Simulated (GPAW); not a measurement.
# ZnS (Wurtzite-2H) (P6_3mc) in GPAW: a series of runs

Aim: see how the results for ZnS (Wurtzite-2H) move with the level of theory and the settings. Levels: TASK, PBE. Tasks: band structure.

Everything below comes from runs of GPAW 26.7.0. Logs are shortened: lines on timing, memory, paths and dates and some standing lists are left out, and cuts for length are marked. The log counts tension as positive stress, the text compression.

**The experiment to reproduce.**

From a printed reference work, monograph, for a bulk crystal of ZnS at 4 K: band gap 3.911 eV (direct).

The results are compared with them further down.

## 1. The structure

Symmetry: P6_3mc, No. 186, hexagonal system. Conventional cell: a = 3.811 Å, b = 3.811 Å, c = 6.234 Å, α = 90.00°, β = 90.00°, γ = 120.00°. Zn (site symmetry 3m) is surrounded by 4 S at 2.31 to 2.40 Å. Around S (site symmetry 3m) lie 4 Zn at 2.31 to 2.40 Å.

## 2. Band structure, TASK

Input file run.py:

```python
from ase.dft.bandgap import bandgap
from ase.io import read, write
from ase.units import GPa
from gpaw import GPAW, PW

atoms = read('ZnS.cif')

calc = GPAW(mode=PW(600),
            xc='MGGA_X_TASK+LDA_C_PW',
            kpts={'size': (6, 6, 3), 'gamma': True},
            occupations={'name': 'fermi-dirac', 'width': 0.05},
            nbands=31,
            convergence={'density': 1e-05, 'energy': 1e-05},
            maxiter=150,
            txt='gpaw.txt')
atoms.calc = calc
energy = atoms.get_potential_energy()
forces = atoms.get_forces()
stress = atoms.get_stress()
calc.write('gs.gpw')
write('result.traj', atoms)
print(f'Energy: {energy:.6f} eV')
print('Forces (eV/A):')
print(forces.round(4))
print('Stress (GPa):', (stress / GPa).round(3))
print('Fermi level:', round(calc.get_fermi_level(), 4), 'eV')
print(f'Gap: {bandgap(calc)[0]:.4f} eV, direct: {bandgap(calc, direct=True)[0]:.4f} eV')

path = atoms.cell.bandpath('GMKGALHA,LM,KH', npoints=60, eps=1e-4)
bs_calc = calc.fixed_density(kpts=path, symmetry='off', nbands=48,
                             convergence={'bands': 'CBM+6.0', 'eigenstates': 1e-6}, txt='bands.txt')
bs = bs_calc.band_structure()
bs.write('bs.json')
print(f'Gap on the path: {bandgap(bs_calc)[0]:.4f} eV')
```

Input file ZnS.cif:

```cif
data_ZnS
_cell_length_a 3.81100000
_cell_length_b 3.81100000
_cell_length_c 6.23400000
_cell_angle_alpha 90.00000000
_cell_angle_beta 90.00000000
_cell_angle_gamma 120.00000000
_space_group_name_H-M_alt 'P6_3mc'
_space_group_name_Hall 'P 6c -2c'
_space_group_IT_number 186
loop_
_space_group_symop_operation_xyz
'x,y,z'
'x-y,x,z+1/2'
'-y,x-y,z'
'-x,-y,z+1/2'
'-x+y,-x,z'
'y,-x+y,z+1/2'
'y,x,z+1/2'
'x,x-y,z'
'x-y,-y,z+1/2'
'-y,-x,z'
'-x,-x+y,z+1/2'
'-x+y,y,z'
loop_
_atom_site_label
_atom_site_type_symbol
_atom_site_symmetry_multiplicity
_atom_site_Wyckoff_symbol
_atom_site_fract_x
_atom_site_fract_y
_atom_site_fract_z
_atom_site_occupancy
Zn1 Zn 2 b 0.6666666667 0.3333333333 0.5000000000 1
S1 S 2 b 0.6666666667 0.3333333333 0.8850000000 1
```

Potentials or basis: GPAW PAW data sets (gpaw-data 1.2.1), pw.

On the command line:

```sh
> OMP_NUM_THREADS=1 python run.py
```

gpaw.txt:

```text
__  _  _
 | _ |_)|_||  |
 |__||  | ||/\| - 26.7.0

Input parameters:
  mode=PW(ecut=600.0),
  convergence={'density': 1e-05, 'energy': 1e-05},
  kpts=MonkhorstPack(size=(6, 6, 3), gamma=True),
  maxiter=150,
  nbands=31,
  occupations=Occupations(name='fermi-dirac', width=0.05),
  xc=XC(name='MGGA_X_TASK+LDA_C_PW')

Diagonalizing LCAO Hamiltonian
Converting LCAO to pw mode

            S

            Zn
        S

        Zn

Atoms  # Å, Bohr magnetons
|   | symbol |        x |        y |        z |    initial magnetic moments |
|---|--------|----------|----------|----------|-----------------------------|
| 0 |     Zn | 1.905500 | 1.100141 | 3.117000 | ( 0.0000,  0.0000,  0.0000) |
| 1 |     Zn | 0.000000 | 2.200282 | 0.000000 | ( 0.0000,  0.0000,  0.0000) |
| 2 |      S | 1.905500 | 1.100141 | 5.517090 | ( 0.0000,  0.0000,  0.0000) |
| 3 |      S | 0.000000 | 2.200282 | 2.400090 | ( 0.0000,  0.0000,  0.0000) |

Unit cell  # Å
| periodic |         x |        y |        z |  lengths |     angles |
|----------|-----------|----------|----------|----------|------------|
|      yes |  3.811000 | 0.000000 | 0.000000 | 3.811000 |  90.000000 |
|      yes | -1.905500 | 3.300423 | 0.000000 | 3.811000 |  90.000000 |
|      yes |  0.000000 | 0.000000 | 6.234000 | 6.234000 | 120.000000 |

Number of symmetries: 6
Symmetry operations  # r_c * U_cc + t_c -> r_c
|   | kind |            matrix            |
|---|------|------------------------------|
| 0 |  σ   |  1, 1, 0,  0,-1, 0,  0, 0, 1 |
| 1 |  E   |  1, 0, 0,  0, 1, 0,  0, 0, 1 |
| 2 |  C3  |  0, 1, 0, -1,-1, 0,  0, 0, 1 |
| 3 |  σ   |  0,-1, 0, -1, 0, 0,  0, 0, 1 |
| 4 |  σ   | -1, 0, 0,  1, 1, 0,  0, 0, 1 |
| 5 |  C3  | -1,-1, 0,  1, 0, 0,  0, 0, 1 |

BZ-sampling:
  Number of BZ points: 108
  Number of IBZ points: 17

  Monkhorst-Pack size: [6, 6, 3]
  Monkhorst-Pack shift: [0.08333333333333333, 0.08333333333333333, 0.0]

K-points  # in reciprocal-cell coordinates
|     |                                coordinates |     weight |
|-----|--------------------------------------------|------------|
|   0 | (  0.00000000,   0.00000000,   0.00000000) | 0.00925926 |
|   1 | (  0.00000000,   0.00000000,   0.33333333) | 0.01851852 |
|   2 | (  0.16666667,   0.00000000,  -0.33333333) | 0.05555556 |
|   3 | (  0.16666667,   0.00000000,   0.00000000) | 0.05555556 |
|   4 | (  0.16666667,   0.00000000,   0.33333333) | 0.05555556 |
|   5 | (  0.33333333,  -0.16666667,   0.00000000) | 0.05555556 |
|   6 | (  0.33333333,  -0.16666667,   0.33333333) | 0.11111111 |
|   7 | (  0.33333333,   0.00000000,  -0.33333333) | 0.05555556 |
|   8 | (  0.33333333,   0.00000000,   0.00000000) | 0.05555556 |
|   9 | (  0.33333333,   0.00000000,   0.33333333) | 0.05555556 |
| ... |                                            |            |
|  16 | (  0.50000000,   0.50000000,   0.33333333) | 0.05555556 |

Plane wave coefficients: 2641
Cutoff: 600.0 eV

Spin-components: 1 (collinear spins)
Bands:           31
Projectors:      22
Spin-degeneracy: 2
Datatype:        complex128

Density:
  Valence electrons: 36.0
  Components: 1
  Grid points: [24 24 36]
  Charge: 0.0  # |e|

Potential:
  Grid points: [24 24 36]

species:
  Zn:
    name:    Zinc
    Z:       30.0
    valence: 12
    core:    18
    charge:  0.0  # [|e|]
    compensation charges:
      type: gauss
      rc: 0.37  # [Å]
      lmax: 2
    cutoffs:
      filter: 2.14  # [Å]
      core: 2.28  # [Å]
    projectors
    | kind |    occ | energy [eV] | rcut [Å] |
    |------|--------|-------------|----------|
    |   4s |  2.000 |      -5.977 |    1.286 |
    |   4p |  0.000 |      -1.117 |    1.270 |
    |   3d | 10.000 |     -10.142 |    1.180 |
    |    s |        |      21.234 |    1.286 |
    |    p |        |      26.095 |    1.270 |
    |    d |        |      17.070 |    1.180 |

    Using partial waves for Zn as LCAO basis

  S:
    name:    Sulfur
    Z:       16.0
    valence: 6
    core:    10
    charge:  0.0  # [|e|]
    compensation charges:
      type: gauss
      rc: 0.24  # [Å]
      lmax: 2
    cutoffs:
      filter: 1.77  # [Å]
      core: 1.66  # [Å]
    projectors
    | kind |    occ | energy [eV] | rcut [Å] |
    |------|--------|-------------|----------|
    |   3s |  2.000 |     -17.254 |    0.974 |
    |   3p |  4.000 |      -7.008 |    0.979 |
    |    s |        |       9.957 |    0.974 |
    |    p |        |      20.203 |    0.979 |
    |    d |        |       0.000 |    0.900 |

    Using partial waves for S as LCAO basis

Reference energy: -119437.893101  # eV

eigensolver:
  PPCG
  Converge bands: occupied
  niter=2

density mixing:
  MSR1-Mixer
  Pratt-step length: 0.05
  Maximum mixing coefficient: 0.75
  Old densities: 10
  SVD Regularization: 0.005
  Good broyden scale: 1.0
  Trust region scale: 1.0
  Backstep threshold: 4.0
  History deletion threshold: 6.0
  Fourier metric: weight=20.0, sigma=0.015

occupation numbers:
  Fermi-Dirac:
    width: 0.0500  # eV

poisson solver:
  ecut: 4800.0  # eV

xc functional:
  name: MGGA_X_TASK+LDA_C_PW with 2 nearest neighbor stencil

convergence criteria:
- Maximum integral of absolute [dens]ity change: 1e-05 electrons / valence electron
- Maximum [total energy] change in last 3 cyles: 1e-05 eV / valence electron
- Maximum integral of absolute [eigenst]ate change: 4e-08 eV^2 / valence electron
maximum number of iterations: 150

SCF iterations
|iter     | |      energy | eigst |  dens |
|---------|-|-------------|-------|-------|
|iter:   1| |   -7.992909 | +0.18 |       |
|iter:   2| |   11.469567 | -0.30 | -1.22 |
|iter:   3| |  -17.219893 | +0.54 | -1.17 |
|iter:   4| |   12.037522 | +0.64 | -0.49 |
|iter:   5| |   10.855965 | -0.61 | -1.29 |
|iter:   6| |   11.119869 | -1.01 | -1.46 |
|iter:   7| |   11.119505 | -2.40 | -2.00 |
|iter:   8| |   11.121076 | -3.56 | -2.76 |
|iter:   9| |   11.120779 | -4.32 | -3.14 |
|iter:  10| |   11.120765c| -5.61 | -3.83 |
|iter:  11| |   11.120766c| -6.33 | -4.02 |
|iter:  12| |   11.120766c| -6.87 | -4.27 |
|iter:  13| |   11.120766c| -7.92c| -4.56 |
|iter:  14| |   11.120766c| -7.49c| -5.02c|

Converged in 14 steps
Energy contributions relative to reference atoms: (reference = -119437.893101)

Energy contributions:
  Kinetic:          77.282844
  Coulomb:         -65.695854
  Zero:             -0.773053
  External:          0.000000
  Xc:                0.306829
  Entropy:           0.000000
  Spinorbit:         0.000000
  ----------------------------
  Free energy:      11.120766
  Extrapolated:     11.120766

dipole moment: (-0.000001, 0.000001, -7.274681)  # |e|*Ang

Fermi level: 5.782
Eigenvalues  # (at kpt = [0.000, 0.000, 0.000])
| band index |      eig [eV] | occ [0-2] |
|------------|---------------|-----------|
|          0 |       -10.755 |     2.000 |
|        ... |               |           |
|         10 |        -2.371 |     2.000 |
|         11 |        -2.240 |     2.000 |
|         12 |        -1.908 |     2.000 |
|         13 |         2.594 |     2.000 |
|         14 |         2.594 |     2.000 |
|         15 |         3.496 |     2.000 |
[... 8 lines left out ...]
|         24 |        12.326 |     0.000 |
|         25 |        14.845 |     0.000 |
|        ... |               |           |
|         30 |        17.326 |     0.000 |

Gap: 3.971 eV
Transition (v -> c):
  (s=0, k=0, n=17, [0.00, 0.00, 0.00]) -> (s=0, k=0, n=18, [0.00, 0.00, 0.00])
No difference between direct/indirect transitions

Forces  # eV/Ang
|        x |        y |        z |
|----------|----------|----------|
| -0.00000 |  0.00000 |  0.31539 |  # Zn   0
|  0.00000 |  0.00000 |  0.31537 |  # Zn   1
| -0.00000 | -0.00000 | -0.31547 |  # S    2
|  0.00000 |  0.00000 | -0.31549 |  # S    3

Stress tensor  # eV/Ang^3
|         x |         y |         z |
|-----------|-----------|-----------|
| -0.039476 |  0.000000 |  0.000000 |
|  0.000000 | -0.039476 |  0.000000 |
|  0.000000 |  0.000000 | -0.026749 |

# Writing to gs.gpw (mode='')
```

stdout:

```text
Energy: 11.120766 eV
Forces (eV/A):
[[-0.      0.      0.3154]
 [ 0.      0.      0.3154]
 [-0.     -0.     -0.3155]
 [ 0.      0.     -0.3155]]
Stress (GPa): [-6.325 -6.325 -4.286  0.     0.     0.   ]
Fermi level: 5.7821 eV
Gap: 3.9709 eV, direct: 3.9709 eV
Gap on the path: 3.9709 eV
```

bands.txt:

```text
Diagonalizing LCAO Hamiltonian
Converting LCAO to pw mode
convergence criteria:
- Maximum integral of absolute [eigenst]ate change: 1e-06 eV^2 / valence electron
maximum number of iterations: 150

SCF iterations
|iter     | |      energy | eigst |  dens |
|---------|-|-------------|-------|-------|
[... 68 lines left out ...]
         [0.5       , 0.        , 0.125     ],
         [0.5       , 0.        , 0.        ],
         [0.33333333, 0.33333333, 0.        ],
         [0.33333333, 0.33333333, 0.1       ],
         [0.33333333, 0.33333333, 0.2       ],
         [0.33333333, 0.33333333, 0.3       ],
         [0.33333333, 0.33333333, 0.4       ],
         [0.33333333, 0.33333333, 0.5       ]])),
  maxiter=150,
  nbands=48,
  occupations=Occupations(name='fermi-dirac', width=0.05),
  symmetry=Symmetry(point_group=False, time_reversal=False),
  xc=XC(name='MGGA_X_TASK+LDA_C_PW')
```

Wall time 5.2 min (1 thread of Arm Neoverse V2, shared host); peak memory 0.48 GiB.

What came out:

- Free energy: 11.1208 eV
- Pressure: 5.6 GPa
- Largest force: 0.315 eV/Å
- Band gap on the k mesh: 3.97 eV, direct
- Band gap along the path: 3.97 eV, direct

Forces in eV/Å, atoms in the order of the input:
```
Zn   0.000  0.000  0.315
Zn   0.000  0.000  0.315
S    0.000  0.000 -0.315
S    0.000  0.000 -0.315
```

Levels at the corners of the path, in eV from the valence-band top:
| point | band 16 | band 17 | band 18 | band 19 | band 20 | band 21 |
| --- | --- | --- | --- | --- | --- | --- |
| Γ | 0.00 | 0.00 | 0.00 | 3.97 | 4.32 | 7.46 |
| M | -2.42 | -1.59 | -1.05 | 4.80 | 5.59 | 6.42 |
| K | -2.32 | -2.31 | -2.31 | 5.71 | 7.14 | 7.14 |
| Γ | 0.00 | 0.00 | 0.00 | 3.97 | 4.32 | 7.46 |
| A | -0.47 | -0.47 | -0.47 | 4.95 | 4.95 | 7.90 |
| L | -1.78 | -1.63 | -1.63 | 4.92 | 4.92 | 6.33 |
| H | -3.24 | -1.36 | -1.36 | 5.80 | 5.80 | 7.94 |
| A | -0.47 | -0.47 | -0.47 | 4.95 | 4.95 | 7.90 |
| L | -1.78 | -1.63 | -1.63 | 4.92 | 4.92 | 6.33 |
| M | -2.42 | -1.59 | -1.05 | 4.80 | 5.59 | 6.42 |
| K | -2.32 | -2.31 | -2.31 | 5.71 | 7.14 | 7.14 |
| H | -3.24 | -1.36 | -1.36 | 5.80 | 5.80 | 7.94 |

Caveat: the PAW data sets were made with another functional, which shifts forces and pressure a little.

## 3. Band structure, PBE

Input file run.py:

```python
from ase import Atoms
from ase.dft.bandgap import bandgap
from ase.io import write
from gpaw import GPAW

atoms = Atoms(['Zn', 'Zn', 'S', 'S'],
              cell=[[3.811, 0.0, 0.0],
                    [-1.9055, 3.3004228138, 0.0],
                    [0.0, 0.0, 6.234]],
              scaled_positions=[[0.6666666667, 0.3333333333, 0.5],
                                [0.3333333333, 0.6666666667, 0.0],
                                [0.6666666667, 0.3333333333, 0.885],
                                [0.3333333333, 0.6666666667, 0.385]],
              pbc=True)

calc = GPAW(mode='lcao',
            h=0.2,
            basis='dzp',
            xc='PBE',
            kpts={'size': (6, 6, 3), 'gamma': True},
            occupations={'name': 'fermi-dirac', 'width': 0.05},
            convergence={'density': 1e-05, 'energy': 1e-05},
            maxiter=150,
            txt='gpaw.txt')
atoms.calc = calc
energy = atoms.get_potential_energy()
forces = atoms.get_forces()
calc.write('gs.gpw')
write('result.traj', atoms)
print(f'Energy: {energy:.6f} eV')
print('Forces (eV/A):')
print(forces.round(4))
print('Fermi level:', round(calc.get_fermi_level(), 4), 'eV')
print(f'Gap: {bandgap(calc)[0]:.4f} eV, direct: {bandgap(calc, direct=True)[0]:.4f} eV')

path = atoms.cell.bandpath('GMKGALHA,LM,KH', npoints=60, eps=1e-4)
bs_calc = calc.fixed_density(kpts=path, symmetry='off', txt='bands.txt')
bs = bs_calc.band_structure()
bs.write('bs.json')
print(f'Gap on the path: {bandgap(bs_calc)[0]:.4f} eV')
```

Potentials or basis: GPAW PAW data sets (gpaw-data 1.2.1), lcao:dzp.

On the command line:

```sh
> OMP_NUM_THREADS=1 python run.py
```

gpaw.txt:

```text
__  _  _
 | _ |_)|_||  |
 |__||  | ||/\| - 26.7.0

Input parameters:
  mode=LCAO(),
  basis={'default': 'dzp'},
  convergence={'density': 1e-05, 'energy': 1e-05},
  h=0.2,
  kpts=MonkhorstPack(size=(6, 6, 3), gamma=True),
  maxiter=150,
  occupations=Occupations(name='fermi-dirac', width=0.05),
  xc=XC(name='PBE')

            S

            Zn
        S

        Zn

Atoms  # Å, Bohr magnetons
|   | symbol |         x |        y |        z |    initial magnetic moments |
|---|--------|-----------|----------|----------|-----------------------------|
| 0 |     Zn |  1.905500 | 1.100141 | 3.117000 | ( 0.0000,  0.0000,  0.0000) |
| 1 |     Zn | -0.000000 | 2.200282 | 0.000000 | ( 0.0000,  0.0000,  0.0000) |
| 2 |      S |  1.905500 | 1.100141 | 5.517090 | ( 0.0000,  0.0000,  0.0000) |
| 3 |      S | -0.000000 | 2.200282 | 2.400090 | ( 0.0000,  0.0000,  0.0000) |

Unit cell  # Å
[... 342 lines left out ...]
|iter:   4| |  -12.697788 |      c| -1.87 |
|iter:   5| |  -12.697390 |      c| -2.43 |
|iter:   6| |  -12.697389 |      c| -3.60 |
|iter:   7| |  -12.697389c|      c| -4.11 |
|iter:   8| |  -12.697389c|      c| -5.05c|

Converged in 8 steps
Energy contributions relative to reference atoms: (reference = -119437.893101)

Energy contributions:
  Kinetic:          21.370015
  Coulomb:         -16.978015
  Zero:              0.295995
  External:          0.000000
  Xc:              -17.385383
  Entropy:          -0.000000
  Spinorbit:         0.000000
  ----------------------------
  Free energy:     -12.697389
  Extrapolated:    -12.697389

dipole moment: (-0.000000, 0.000000, -7.401071)  # |e|*Ang

Fermi level: 4.944
Eigenvalues  # (at kpt = [0.000, 0.000, 0.000])
| band index |      eig [eV] | occ [0-2] |
|------------|---------------|-----------|
|          0 |        -9.369 |     2.000 |
|        ... |               |           |
|         10 |        -1.934 |     2.000 |
|         11 |        -1.784 |     2.000 |
|         12 |        -1.333 |     2.000 |
|         13 |         2.980 |     2.000 |
|         14 |         2.981 |     2.000 |
|         15 |         3.837 |     2.000 |
[... 8 lines left out ...]
|         24 |        11.666 |     0.000 |
|         25 |        13.235 |     0.000 |

Gap: 2.241 eV
Transition (v -> c):
  (s=0, k=0, n=17, [0.00, 0.00, 0.00]) -> (s=0, k=0, n=18, [0.00, 0.00, 0.00])
No difference between direct/indirect transitions

Forces  # eV/Ang
|        x |        y |        z |
|----------|----------|----------|
|  0.00000 |  0.00000 |  0.33457 |  # Zn   0
| -0.00000 | -0.00000 |  0.33457 |  # Zn   1
| -0.00000 |  0.00000 | -0.33955 |  # S    2
|  0.00000 | -0.00000 | -0.33954 |  # S    3

# Writing to gs.gpw (mode='')
```

bands.txt:

```text
convergence criteria:
- Maximum integral of absolute [eigenst]ate change: 4e-08 eV^2 / valence electron
maximum number of iterations: 150

SCF iterations
|iter     | |      energy | eigst |  dens |
|---------|-|-------------|-------|-------|
|iter:   1| |             |      c|       |
[... 60 lines left out ...]
         [0.5       , 0.        , 0.375     ],
         [0.5       , 0.        , 0.25      ],
         [0.5       , 0.        , 0.125     ],
         [0.5       , 0.        , 0.        ],
         [0.33333333, 0.33333333, 0.        ],
         [0.33333333, 0.33333333, 0.1       ],
         [0.33333333, 0.33333333, 0.2       ],
         [0.33333333, 0.33333333, 0.3       ],
         [0.33333333, 0.33333333, 0.4       ],
         [0.33333333, 0.33333333, 0.5       ]])),
  maxiter=150,
  occupations=Occupations(name='fermi-dirac', width=0.05),
  symmetry=Symmetry(point_group=False, time_reversal=False),
  xc=XC(name='PBE')
```

Run time: 58 s. Hardware: 1 thread of Arm Neoverse V2, shared host; peak memory 0.26 GiB.

Results:

* Free energy: -12.6974 eV
* Largest force: 0.340 eV/Å
* Band gap on the k mesh: 2.24 eV, direct
* Band gap along the path: 2.24 eV, direct

Forces in eV/Å, atoms in the order of the input:
```
Zn   0.000  0.000  0.335
Zn   0.000  0.000  0.335
S    0.000  0.000 -0.340
S    0.000  0.000 -0.340
```

Levels at the corners of the path, in eV from the valence-band top:
```tsv
point	band 15	band 16	band 17	band 18	band 19	band 20	band 21	band 22
Γ	-0.87	-0.01	-0.01	0.00	2.24	3.03	6.39	6.39
M	-3.17	-2.27	-1.57	-0.99	3.79	4.33	5.32	7.40
K	-3.89	-2.23	-2.22	-2.22	4.69	6.06	6.06	8.05
Γ	-0.87	-0.01	-0.01	0.00	2.24	3.03	6.39	6.39
A	-0.46	-0.46	-0.46	-0.46	3.53	3.53	6.87	6.87
L	-1.68	-1.68	-1.54	-1.54	3.68	3.68	5.31	5.31
H	-3.13	-3.13	-1.26	-1.26	4.64	4.64	6.64	6.64
A	-0.46	-0.46	-0.46	-0.46	3.53	3.53	6.87	6.87
L	-1.68	-1.68	-1.54	-1.54	3.68	3.68	5.31	5.31
M	-3.17	-2.27	-1.57	-0.99	3.79	4.33	5.32	7.40
K	-3.89	-2.23	-2.22	-2.22	4.69	6.06	6.06	8.05
H	-3.13	-3.13	-1.26	-1.26	4.64	4.64	6.64	6.64
```

Caveat: the real-space grid adds noise to forces; the basis of atomic orbitals isn't converged, which shifts pressures, moduli and gaps.

## 4. How close it comes

Step 2. Measured gap of ZnS: 3.911 eV (direct; 4 K; a printed reference work, monograph). This calculation gives 3.97 eV (+0.06 eV). The value is that of TASK, without temperature or zero-point motion.

Step 3. Measured gap of ZnS: 3.911 eV (direct; 4 K; a printed reference work, monograph). This calculation gives 2.24 eV (-1.67 eV). The value is that of PBE in an atomic basis (GPAW PAW data sets (gpaw-data 1.2.1), lcao:dzp), whose error adds to the functional's,, without temperature or zero-point motion. Semilocal functionals fall short of measured gaps as a rule.
